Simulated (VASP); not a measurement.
Input of a VASP 6.6.1 run:

INCAR

```
PREC = Accurate
ENCUT = 520
EDIFF = 1E-6
ISMEAR = 1
SIGMA = 0.1
LREAL = F
LASPH = T
NELM = 60
ALGO = Normal
ISIF = 2
LWAVE = F
LCHARG = T
METAGGA = R2SCAN
LMIXTAU = T
LUSE_VDW = T
IVDW_NL = 2
BPARAM = 11.95
CPARAM = 0.0093
LORBIT = 11
LELF = T
LVHAR = T
```

Na.cif

```cif
data_Na
_cell_length_a 4.28200000
_cell_length_b 4.28200000
_cell_length_c 4.28200000
_cell_angle_alpha 90.00000000
_cell_angle_beta 90.00000000
_cell_angle_gamma 90.00000000
_space_group_name_H-M_alt 'Im-3m'
_space_group_name_Hall '-I 4 2 3'
_space_group_IT_number 229
loop_
_space_group_symop_operation_xyz
'x,y,z'
'-x,-y,-z'
'-y,x,z'
'y,-x,-z'
'-x,-y,z'
'x,y,-z'
'y,-x,z'
'-y,x,-z'
'x,-y,-z'
'-x,y,z'
'-y,-x,-z'
'y,x,z'
'-x,y,-z'
'x,-y,z'
'y,x,-z'
'-y,-x,z'
'z,x,y'
'-z,-x,-y'
'z,-y,x'
'-z,y,-x'
'z,-x,-y'
'-z,x,y'
'z,y,-x'
'-z,-y,x'
'-z,x,-y'
'z,-x,y'
'-z,-y,-x'
'z,y,x'
'-z,-x,y'
'z,x,-y'
'-z,y,x'
'z,-y,-x'
'y,z,x'
'-y,-z,-x'
'x,z,-y'
'-x,-z,y'
'-y,z,-x'
'y,-z,x'
'-x,z,y'
'x,-z,-y'
'-y,-z,x'
'y,z,-x'
'-x,-z,-y'
'x,z,y'
'y,-z,-x'
'-y,z,x'
'x,-z,y'
'-x,z,-y'
'x+1/2,y+1/2,z+1/2'
'-x+1/2,-y+1/2,-z+1/2'
'-y+1/2,x+1/2,z+1/2'
'y+1/2,-x+1/2,-z+1/2'
'-x+1/2,-y+1/2,z+1/2'
'x+1/2,y+1/2,-z+1/2'
'y+1/2,-x+1/2,z+1/2'
'-y+1/2,x+1/2,-z+1/2'
'x+1/2,-y+1/2,-z+1/2'
'-x+1/2,y+1/2,z+1/2'
'-y+1/2,-x+1/2,-z+1/2'
'y+1/2,x+1/2,z+1/2'
'-x+1/2,y+1/2,-z+1/2'
'x+1/2,-y+1/2,z+1/2'
'y+1/2,x+1/2,-z+1/2'
'-y+1/2,-x+1/2,z+1/2'
'z+1/2,x+1/2,y+1/2'
'-z+1/2,-x+1/2,-y+1/2'
'z+1/2,-y+1/2,x+1/2'
'-z+1/2,y+1/2,-x+1/2'
'z+1/2,-x+1/2,-y+1/2'
'-z+1/2,x+1/2,y+1/2'
'z+1/2,y+1/2,-x+1/2'
'-z+1/2,-y+1/2,x+1/2'
'-z+1/2,x+1/2,-y+1/2'
'z+1/2,-x+1/2,y+1/2'
'-z+1/2,-y+1/2,-x+1/2'
'z+1/2,y+1/2,x+1/2'
'-z+1/2,-x+1/2,y+1/2'
'z+1/2,x+1/2,-y+1/2'
'-z+1/2,y+1/2,x+1/2'
'z+1/2,-y+1/2,-x+1/2'
'y+1/2,z+1/2,x+1/2'
'-y+1/2,-z+1/2,-x+1/2'
'x+1/2,z+1/2,-y+1/2'
'-x+1/2,-z+1/2,y+1/2'
'-y+1/2,z+1/2,-x+1/2'
'y+1/2,-z+1/2,x+1/2'
'-x+1/2,z+1/2,y+1/2'
'x+1/2,-z+1/2,-y+1/2'
'-y+1/2,-z+1/2,x+1/2'
'y+1/2,z+1/2,-x+1/2'
'-x+1/2,-z+1/2,-y+1/2'
'x+1/2,z+1/2,y+1/2'
'y+1/2,-z+1/2,-x+1/2'
'-y+1/2,z+1/2,x+1/2'
'x+1/2,-z+1/2,y+1/2'
'-x+1/2,z+1/2,-y+1/2'
loop_
_atom_site_label
_atom_site_type_symbol
_atom_site_symmetry_multiplicity
_atom_site_Wyckoff_symbol
_atom_site_fract_x
_atom_site_fract_y
_atom_site_fract_z
_atom_site_occupancy
Na1 Na 2 a 0.0000000000 0.0000000000 0.0000000000 1
```

KPOINTS

```
Automatic mesh
0
Gamma
  6 6 6
```

File POSCAR:

```
Na
 1.0000000000000000
     4.2820000000000000    0.0000000000000000    0.0000000000000000
     0.0000000000000000    4.2820000000000000    0.0000000000000000
     0.0000000000000000    0.0000000000000000    4.2820000000000000
 Na 
   2
Cartesian
  0.0000000000000000  0.0000000000000000  0.0000000000000000
  2.1410000000000000  2.1410000000000000  2.1410000000000000
```

Potentials or basis: VASP PAW PBE potentials, release 64 (Na_pv).

Launch:

```sh
$ ase convert -i cif -o vasp Na.cif POSCAR
$ cat potpaw_PBE.64/Na_pv/POTCAR > POTCAR
$ mpirun -np 1 vasp_std > vasp.out
```

Predict the band gap on the k mesh.

none (metal or under the smearing width).

What does it give for the pressure?

-0.3 GPa.

Caveat: the PAW data sets were made with another functional, which shifts forces and pressure a little; pairwise dispersion overbinds metals, which lowers pressure and volume.
